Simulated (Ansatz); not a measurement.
**SiO2: single point with PBE**

SiO2:

```
Si O
1.0
     4.97559    0.00000    0.00000
     0.00000    4.97559    0.00000
     0.00000    0.00000    6.90089
Si O
4 8
Direct
  0.81074 0.80934 0.50114
  0.68854 0.30439 0.25056
  0.30161 0.69754 0.75048
  0.19515 0.19572 0.00358
  0.76955 0.11002 0.43318
  0.88210 0.23673 0.06602
  0.11957 0.76523 0.56514
  0.26531 0.37424 0.81606
  0.23573 0.88169 0.93104
  0.72847 0.61970 0.32505
  0.39488 0.25800 0.18314
  0.61946 0.74369 0.67962
```

The cell comes from a database or a generator and needn't be the stable form of this composition.

The cell isn't the ideal one: atoms moved at random, drawn with an rms of 0.05 Å.

```yaml
Program: Ansatz 0.2.0
Task: single point
Functional: PBE
Potentials_or_basis: Ansatz PAW
Cutoff: "420 eV (not typed: the program's choice for these potentials)"
k_mesh: 6 × 6 × 4
Occupations: fermi-dirac, width 0.05 eV
Spin: no spin polarisation
```

| Quantity | Value |
| --- | --- |
| Pressure | 3.7 GPa |
| Largest force | 3.398 eV/Å |
| Band gap on the k mesh | 5.61 eV, direct |

Forces on the atoms (eV/Å):
```
Si   0.007 -0.567  0.273
Si   2.882  0.998  1.499
Si   1.818 -1.601 -0.707
Si  -0.423 -0.830 -0.544
O   -0.217  1.874 -0.721
O    0.470  0.116  0.084
O    0.063 -0.088 -0.331
O    0.258  1.711 -0.692
O   -0.369  1.117  1.529
O   -0.222 -1.942 -1.704
O   -2.539 -0.302 -0.446
O   -1.727 -0.486  1.761
```

Stress tensor (GPa, compression positive):
```
 4.39 -0.07  1.49
-0.07  0.61  0.39
 1.49  0.39  5.97
```

Levels at points of the mesh, in eV from the valence-band top:
| k point | band 29 | band 30 | band 31 | band 32 | band 33 | band 34 | band 35 | band 36 |
| --- | --- | --- | --- | --- | --- | --- | --- | --- |
| (0.00, 0.00, 0.00) | -0.71 | -0.34 | -0.25 | 0.00 | 5.61 | 8.60 | 8.69 | 9.14 |
| (0.00, 0.00, -0.50) | -0.61 | -0.50 | -0.35 | -0.29 | 6.76 | 6.96 | 9.15 | 9.32 |
| (0.00, -0.50, 0.00) | -0.76 | -0.74 | -0.43 | -0.37 | 7.58 | 7.71 | 8.96 | 9.15 |
| (0.00, -0.50, -0.50) | -0.95 | -0.82 | -0.20 | -0.15 | 7.80 | 8.03 | 8.81 | 9.05 |
| (-0.50, 0.00, 0.00) | -0.69 | -0.56 | -0.49 | -0.35 | 7.52 | 7.78 | 9.08 | 9.18 |
| (-0.50, 0.00, -0.50) | -0.92 | -0.75 | -0.27 | -0.09 | 7.77 | 8.06 | 8.86 | 8.93 |
| (-0.50, -0.50, 0.00) | -0.76 | -0.63 | -0.46 | -0.37 | 8.51 | 8.53 | 8.70 | 8.82 |
| (-0.50, -0.50, -0.50) | -0.72 | -0.63 | -0.54 | -0.41 | 8.88 | 9.01 | 9.04 | 9.19 |

It took 12 s on 4 threads of Arm Neoverse V2, on a shared host, peak memory 0.68 GiB.

Caveat: the pressure holds a Pulay correction of +0.5 GPa for the finite cutoff. A k mesh can miss the band edges.
